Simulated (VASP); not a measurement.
# MnS (Fm-3m) in VASP: notebook

Runs on MnS. Level: PBE+U. Tasks: single point.

All numbers are computed with VASP 6.6.1; they aren't measurements. Logs are shortened: lines on timing, memory, paths and dates and some standing lists are left out, and cuts for length are marked.

**1. Starting point**

Symmetry: Fm-3m, No. 225, cubic system. The conventional cell has a = 5.224 Å, b = 5.224 Å, c = 5.224 Å, α = 90.00°, β = 90.00°, γ = 90.00°. Mn (site symmetry m-3m) is surrounded by 6 S at 2.61 Å. S (site symmetry m-3m) is surrounded by 6 Mn at 2.61 Å.

**2. Single point, PBE+U, collinear spin, ferromagnetic start**

INCAR reads:

```
SYSTEM = MnS
PREC     = Accurate       ! precision mode
ENCUT    = 520            ! plane-wave cutoff, eV
EDIFF    = 1E-6           ! SCF threshold, eV
ISMEAR   = 0              ! smearing method
SIGMA    = 0.05           ! smearing width, eV
LREAL    = .FALSE.        ! projectors in reciprocal space
LASPH    = .TRUE.         ! aspherical terms in the spheres
NELM     = 120            ! most SCF steps
ALGO     = Normal         ! electronic algorithm
ISIF     = 2              ! what is computed and relaxed
LWAVE    = .FALSE.        ! write WAVECAR
LCHARG   = .FALSE.        ! write CHGCAR
ISPIN    = 2              ! spin polarisation
MAGMOM   = 4 0            ! initial moments
LORBIT   = 11             ! projections on sites
NUPDOWN  = 2              ! fixed moment
LMAXMIX  = 4              ! l up to which the mixer works
LDAU     = .TRUE.         ! DFT+U
LDAUTYPE = 2            
LDAUL    = 2 -1           ! shell
LDAUU    = 3 0            ! U, eV
LDAUJ    = 0 0          
LDAUPRINT= 1            
GGA      = PE             ! functional
```

KPOINTS reads:

```
Automatic mesh
0
G
  6 6 6
  0 0 0
```

POSCAR reads:

```
MnS
1.0
    0.0000000000      2.6122498900      2.6122498900
    2.6122498900      0.0000000000      2.6122498900
    2.6122498900      2.6122498900      0.0000000000
Mn S
1 1
Direct
    0.0000000000      0.0000000000      0.0000000000
    0.5000000000      0.5000000000      0.5000000000
```

Potentials or basis: VASP PAW PBE potentials, release 64 (Mn_pv, S).

On the command line:

```
$ cat potpaw_PBE.64/Mn_pv/POTCAR potpaw_PBE.64/S/POTCAR > POTCAR
$ mpirun -np 1 vasp_std > vasp.out
```

OUTCAR:

```text
SYSTEM = MnS
   PREC = Accurate
   ENCUT = 520
   EDIFF = 1E-6
   ISMEAR = 0
   LREAL = .FALSE.
   LASPH = .TRUE.
   NELM = 120
   ISIF = 2
   ISPIN = 2
   LORBIT = 11
   NUPDOWN = 2
   GGA = PE

 ion  position               nearest neighbor table
   1  0.000  0.000  0.000-   2 2.61   2 2.61   2 2.61   2 2.61   2 2.61   2 2.61
   2  0.500  0.500  0.500-   1 2.61   1 2.61   1 2.61   1 2.61   1 2.61   1 2.61

  LATTYP: Found a face centered cubic cell.
 ALAT       =     5.2244997800

  Lattice vectors:

 A1 = (   0.0000000000,   2.6122498900,   2.6122498900)
 A2 = (   2.6122498900,   0.0000000000,   2.6122498900)
 A3 = (   2.6122498900,   2.6122498900,   0.0000000000)

Analysis of symmetry for initial positions (statically):
=====================================================================
 Subroutine PRICEL returns:
 Original cell was already a primitive cell.

 Routine SETGRP: Setting up the symmetry group for a
 face centered cubic supercell.

 Subroutine GETGRP returns: Found 48 space group operations
 (whereof 48 operations were pure point group operations)
 out of a pool of 48 trial point group operations.

The static configuration has the point symmetry O_h .

Analysis of symmetry for dynamics (positions and initial velocities):
=====================================================================
 Subroutine PRICEL returns:
 Original cell was already a primitive cell.

 Routine SETGRP: Setting up the symmetry group for a
 face centered cubic supercell.

 Subroutine GETGRP returns: Found 48 space group operations
 (whereof 48 operations were pure point group operations)
 out of a pool of 48 trial point group operations.

The dynamic configuration has the point symmetry O_h .

Analysis of structural, dynamic, and magnetic symmetry:
=====================================================================
 Subroutine PRICEL returns:
 Original cell was already a primitive cell.

 Routine SETGRP: Setting up the symmetry group for a
 face centered cubic supercell.

 Subroutine GETGRP returns: Found 48 space group operations
 (whereof 48 operations were pure point group operations)
 out of a pool of 48 trial point group operations.

The overall configuration has the point symmetry O_h .

 Subroutine INISYM returns: Found 48 space group operations
 (whereof 48 operations are pure point group operations),
 and found     1 'primitive' translations

----------------------------------------------------------------------------------------

                                     Primitive cell

  volume of cell :      35.6512

  direct lattice vectors                    reciprocal lattice vectors
     0.000000000  2.612249890  2.612249890    -0.191405884  0.191405884  0.191405884
     2.612249890  0.000000000  2.612249890     0.191405884 -0.191405884  0.191405884
     2.612249890  2.612249890  0.000000000     0.191405884  0.191405884 -0.191405884

  length of vectors
     3.694279223  3.694279223  3.694279223     0.331524716  0.331524716  0.331524716

  position of ions in fractional coordinates (direct lattice)
     0.000000000  0.000000000  0.000000000
     0.500000000  0.500000000  0.500000000

  ion indices of the primitive-cell ions
   primitive index   ion index
                 1           1
                 2           2

----------------------------------------------------------------------------------------

 KPOINTS: Automatic mesh

Automatic generation of k-mesh.
 Grid dimensions read from file:
 generate k-points for:    6    6    6

 Generating k-lattice:

  Cartesian coordinates                     Fractional coordinates (reciprocal lattice)
[... 99 lines left out ...]
  ---------------------------------------------------
  free energy    TOTEN  =       -10.22760252 eV

  energy without entropy =      -10.22250374  energy(sigma->0) =      -10.22505313

atom =   1  type =  1  l = 2

 onsite density matrix

spin component  1

  0.9175  0.0000 -0.0000 -0.0000 -0.0000
  0.0000  0.9175 -0.0000  0.0000  0.0000
 -0.0000 -0.0000  0.3613  0.0000 -0.0000
 -0.0000  0.0000  0.0000  0.9175 -0.0000
 -0.0000  0.0000 -0.0000 -0.0000  0.3613

spin component  2

  0.0292 -0.0000 -0.0000 -0.0000  0.0000
 -0.0000  0.0292 -0.0000  0.0000 -0.0000
 -0.0000 -0.0000  0.7484  0.0000 -0.0000
 -0.0000  0.0000  0.0000  0.0292  0.0000
  0.0000 -0.0000 -0.0000  0.0000  0.7484

 occupancies and eigenvectors

  o =  0.0292  v =  0.0000  0.0000  0.0000  0.0000  0.0000  1.0000  0.0000  0.0000  0.0000  0.0000      0.0000  0.0000  0.0000  0.0000  0.0000  0.0000  0.0000  0.0000  0.0000  0.0000
  o =  0.0292  v =  0.0000  0.0000  0.0000  0.0000  0.0000  0.0000  0.0141  0.0000  0.9999 -0.0000      0.0000  0.0000  0.0000  0.0000  0.0000  0.0000  0.0000  0.0000  0.0000  0.0000
  o =  0.0292  v =  0.0000  0.0000  0.0000  0.0000  0.0000  0.0000  0.9999 -0.0000 -0.0141  0.0000      0.0000  0.0000  0.0000  0.0000  0.0000  0.0000  0.0000  0.0000  0.0000  0.0000
  o =  0.3613  v =  0.0000  0.0000 -0.0846  0.0000  0.9964  0.0000  0.0000  0.0000  0.0000  0.0000      0.0000  0.0000  0.0000  0.0000  0.0000  0.0000  0.0000  0.0000  0.0000  0.0000
  o =  0.3613  v =  0.0000 -0.0000 -0.9964  0.0000 -0.0846  0.0000  0.0000  0.0000  0.0000  0.0000      0.0000  0.0000  0.0000  0.0000  0.0000  0.0000  0.0000  0.0000  0.0000  0.0000
  o =  0.7484  v =  0.0000  0.0000  0.0000  0.0000  0.0000  0.0000 -0.0000  0.0249 -0.0000  0.9997      0.0000  0.0000  0.0000  0.0000  0.0000  0.0000  0.0000  0.0000  0.0000  0.0000
  o =  0.7484  v =  0.0000  0.0000  0.0000  0.0000  0.0000  0.0000  0.0000  0.9997 -0.0000 -0.0249      0.0000  0.0000  0.0000  0.0000  0.0000  0.0000  0.0000  0.0000  0.0000  0.0000
  o =  0.9175  v =  1.0000  0.0000  0.0000  0.0000  0.0000  0.0000  0.0000  0.0000  0.0000  0.0000      0.0000  0.0000  0.0000  0.0000  0.0000  0.0000  0.0000  0.0000  0.0000  0.0000
  o =  0.9175  v =  0.0000  0.7546 -0.0000  0.6562 -0.0000  0.0000  0.0000  0.0000  0.0000  0.0000      0.0000  0.0000  0.0000  0.0000  0.0000  0.0000  0.0000  0.0000  0.0000  0.0000
  o =  0.9175  v =  0.0000  0.6562 -0.0000 -0.7546 -0.0000  0.0000  0.0000  0.0000  0.0000  0.0000      0.0000  0.0000  0.0000  0.0000  0.0000  0.0000  0.0000  0.0000  0.0000  0.0000

 number of electron      18.9999988 magnetization       1.9999311

 Free energy of the ion-electron system (eV)
  ---------------------------------------------------
  ext. energy  EPLUGINS =         0.00000000
  ---------------------------------------------------
  free energy    TOTEN  =       -10.58346915 eV

  energy without entropy =      -10.57935886  energy(sigma->0) =      -10.58141400

 E-fermi :   6.7832     XC(G=0): -10.6013

 val. band max:        6.7311442711   @ k =   0.5000   0.1667   0.0000
 cond. band min:       6.5475128787   @ k =   0.1667   0.1667   0.0000
 fundamental gap:     -0.1836313924
 Fermi energy:         6.5191830122

 spin component 1

 k-point     1 :       0.0000    0.0000    0.0000
  band No.  band energies     occupation
      1     -42.5237      1.00000
      2     -42.5237      1.00000
      3     -42.5237      1.00000
      4      -8.0229      1.00000
      5       2.9411      1.00000
      6       2.9411      1.00000
      7       2.9415      1.00000
      8       4.6118      1.00000
      9       4.6118      1.00000
     10       4.6118      1.00000
     11       5.6545      1.00000
     12       5.6550      1.00000
[... 258 lines left out ...]
      1     -42.5304      1.00000
      2     -42.5282      1.00000
      3     -42.5271      1.00000
      4      -6.5203      1.00000
      5       0.9542      1.00000
      6       1.6676      1.00000
      7       2.1821      1.00000
      8       3.5691      1.00000
      9       3.5833      1.00000
     10       3.6609      1.00000
     11       6.3766      0.99997
     12       6.6865      0.00000
     13       9.8833      0.00000
     14      12.6853      0.00000
     15      14.8664      0.00000
 Fermi energy:         6.7832103710

 spin component 2

 k-point     1 :       0.0000    0.0000    0.0000
  band No.  band energies     occupation
      1     -40.5107      1.00000
      2     -40.5105      1.00000
      3     -40.5104      1.00000
      4      -7.9948      1.00000
      5       4.5703      1.00000
      6       4.5703      1.00000
      7       4.5703      1.00000
      8       4.7577      1.00000
      9       4.7588      1.00000
     10       7.7182      0.00000
     11       7.7192      0.00000
     12       7.7192      0.00000
[... 259 lines left out ...]
      2     -40.5158      1.00000
      3     -40.5144      1.00000
      4      -6.5938      1.00000
      5       1.1810      1.00000
      6       2.1300      1.00000
      7       2.2150      1.00000
      8       5.5860      1.00000
      9       5.8812      1.00000
     10       7.6248      0.00000
     11       8.8913      0.00000
     12       9.1368      0.00000
     13      10.3163      0.00000
     14      14.0250      0.00000
     15      15.2354      0.00000

------------------------ aborting loop because EDIFF is reached ----------------------------------------

  FORCE on cell =-STRESS in cart. coord.  units (eV):
  Direction    XX          YY          ZZ          XY          YZ          ZX
  --------------------------------------------------------------------------------------
  -------------------------------------------------------------------------------------
  Total       -1.9730767     -1.9730767     -1.9730767      0.0000000      0.0000000     -0.0000000
  in kB      -88.6707514    -88.6707514    -88.6707514      0.0000000      0.0000000     -0.0000000
  external PRESSURE =     -88.6707514 kB  Pullay stress =       0.0000000 kB

 VOLUME and BASIS-vectors are now :
 -----------------------------------------------------------------------------
  energy-cutoff  :      520.00
  volume of cell :       35.65
      direct lattice vectors                 reciprocal lattice vectors
     0.000000000  2.612249890  2.612249890    -0.191405884  0.191405884  0.191405884
     2.612249890  0.000000000  2.612249890     0.191405884 -0.191405884  0.191405884
     2.612249890  2.612249890  0.000000000     0.191405884  0.191405884 -0.191405884

 POSITION                                       TOTAL-FORCE (eV/Angst)
 -----------------------------------------------------------------------------------
      0.00000      0.00000      0.00000         0.000000     -0.000000      0.000000
      2.61225      2.61225      2.61225        -0.000000      0.000000     -0.000000
 -----------------------------------------------------------------------------------
    total drift:                               -0.000000      0.000000      0.000000

  FREE ENERGIE OF THE ION-ELECTRON SYSTEM (eV)
  ---------------------------------------------------
  free  energy   TOTEN  =       -10.5834691451 eV

  energy  without entropy=      -10.5793588592  energy(sigma->0) =      -10.58141400

 total charge

# of ion       s       p       d       tot
------------------------------------------
    1        0.210   6.144   5.038  11.393
    2        1.335   2.340   0.000   3.675
--------------------------------------------------
tot          1.545   8.485   5.038  15.068

 magnetization (x)

# of ion       s       p       d       tot
------------------------------------------
    1        0.011   0.004   1.885   1.900
    2       -0.022  -0.004   0.000  -0.026
--------------------------------------------------
tot         -0.011   0.000   1.885   1.875
```

Wall time 22 s (1 thread of Intel Xeon Platinum 8259CL at 2.50GHz (Skylake/Cascade Lake), shared host); peak memory 0.17 GiB.

What came out:

- Free energy: -10.5835 eV
- Pressure: -8.9 GPa
- Net moment: 2.00 μB per cell
- Site moments: Mn +1.90; S -0.03 μB
- Valence electrons inside the program's atomic spheres: Mn 11.39; S 3.67

Eigenvalues of the final occupation matrices:
```tsv
site	spin	trace	eigenvalues
site 1 d	1	3.48	0.36 0.36 0.92 0.92 0.92
site 1 d	2	1.58	0.03 0.03 0.03 0.75 0.75
```

Caveat: the moment is held away from its start; the total moment is fixed, so each spin has its own Fermi level; a cell with one magnetic atom can't hold antiferromagnetic order, which such compounds often take. The state reached can hang on the start; a lower one may exist.

**3. Single point, PBE+U, non-collinear spin, random start, spin-orbit coupling**

INCAR reads:

```
SYSTEM = MnS
ALGO = Normal
EDIFF = 1E-6
ENCUT = 520
GGA = PE
GGA_COMPAT = .False.
ISIF = 2
ISMEAR = 0
LASPH = .True.
LCHARG = .False.
LDAU = .True.
LDAUJ = 0 0
LDAUL = 2 -1
LDAUPRINT = 1
LDAUTYPE = 2
LDAUU = 3 0
LMAXMIX = 4
LORBIT = 11
LORBMOM = .True.
LREAL = .False.
LSORBIT = .True.
LWAVE = .False.
MAGMOM = -1.642 -4.205 -0.22 0 0 0
NBANDS = 31
NELM = 120
PREC = Accurate
SIGMA = 0.05
```

KPOINTS reads:

```
k-points
0
Gamma
  6 6 6
  0 0 0
```

POSCAR is that of step 2.

Potentials or basis: VASP PAW PBE potentials, release 64 (Mn_pv, S).

On the command line:

```
$ cat potpaw_PBE.64/Mn_pv/POTCAR potpaw_PBE.64/S/POTCAR > POTCAR
$ mpirun -np 1 vasp_ncl > vasp.out
```

Wall time 4.4 min (1 thread of Intel Xeon Platinum 8259CL at 2.50GHz (Skylake/Cascade Lake), shared host); peak memory 0.35 GiB.

The run converged. Its results:

```
Free energy                                           : -13.1988 eV
Pressure                                              : 2.7 GPa
Net moment                                            : 5.00 μB per cell
Valence electrons inside the program's atomic spheres : Mn 11.28; S 3.78
```

Moments on the atoms (μB; x, y, z):
```
Mn  -1.66 -4.24 -0.22
S   -0.04 -0.10 -0.01
```

Caveat: a cell with one magnetic atom can't hold antiferromagnetic order, which such compounds often take. The state reached can hang on the start; a lower one may exist.
